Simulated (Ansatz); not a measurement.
An Ansatz input and the part of its output that reports the observables at the nuclei.

The cell is an entry of the Crystallography Open Database (COD), relaxed with PBE at fixed cell and then changed (z compressed by 1 %, ions relaxed).

```yaml
crystal:
  lattice:
    - [4.594, 0.0, 0.0]
    - [0.0, 4.594, 0.0]
    - [0.0, 0.0, 2.92941]
  atoms:
    - { symbol: Ti, position: [0.0, 0.0, 0.0] }
    - { symbol: Ti, position: [0.5, 0.5, 0.5] }
    - { symbol: O, position: [0.3042802931, 0.3042802931, 0.0] }
    - { symbol: O, position: [0.1957197069, 0.8042802931, 0.5] }
    - { symbol: O, position: [0.6957197069, 0.6957197069, 0.0] }
    - { symbol: O, position: [0.8042802931, 0.1957197069, 0.5] }
kpoints:
  mp_grid: { grid: [7, 7, 10] }
scf:
  occupations: { method: fermi_dirac, width: 0.02 }
hamiltonian:
  xc: pbe
  pseudopotentials: { kind: paw }
output:
  forces: true
  stress: true
  populations: true
  efg:
    quadrupole_moments_barn: { Ti: 0.247, O: -0.02558 }
    contact_densities: true
  write_density: true
  write_potential: true
  elf: true
  volumetric_format: npy
relax:
  f_tol: 0.02
  max_steps: 60
```

```sh
ansatz run input.yaml --threads 1 --pin off --max-ram 3072MiB --backend cpu --events-out ev --progress --plain --runs-dir out
```

The run relaxes the ions first, and the block belongs to the relaxed positions.

Of the output, the block on the nuclei alone is shown; the set-up, the SCF iterations, energies, forces and stress are cut.

```
--- PAW observables at the nuclei: V_zz in 10²¹ V/m², potentials from the cell's mean, atoms counted from 1 ---
  atom   1  Ti V_zz =    -2.027796   η = 0.5425   by run symmetry: allowed   C_q = -12.1109 MHz
            electrostatic potential = -2527.327409 V   contact ρ = 56792.206671 e/Å³
  atom   2  Ti V_zz =    -2.027796   η = 0.5425   by run symmetry: allowed   C_q = -12.1109 MHz
            electrostatic potential = -2527.327409 V   contact ρ = 56792.206671 e/Å³
  atom   3  O  V_zz =    +2.453861   η = 0.8851   by run symmetry: allowed   C_q = -1.5178 MHz
            electrostatic potential = -624.916976 V   contact ρ = 2157.433625 e/Å³
  atom   4  O  V_zz =    +2.453861   η = 0.8851   by run symmetry: allowed   C_q = -1.5178 MHz
            electrostatic potential = -624.916976 V   contact ρ = 2157.433625 e/Å³
  atom   5  O  V_zz =    +2.453861   η = 0.8851   by run symmetry: allowed   C_q = -1.5178 MHz
            electrostatic potential = -624.916976 V   contact ρ = 2157.433625 e/Å³
  atom   6  O  V_zz =    +2.453861   η = 0.8851   by run symmetry: allowed   C_q = -1.5178 MHz
            electrostatic potential = -624.916976 V   contact ρ = 2157.433625 e/Å³
```

The relaxation (3 steps) took 14 s of wall time (13 s of CPU time) and 0.45 GiB at its peak, on 1 thread of Intel Xeon 6975P-C (Granite Rapids) (x86_64; 16 cores open to the job, memory cap 3.0 GiB, no GPU), a shared host with a load of 1.5 a core.

At this changed cell the PBE pressure is 8 GPa.
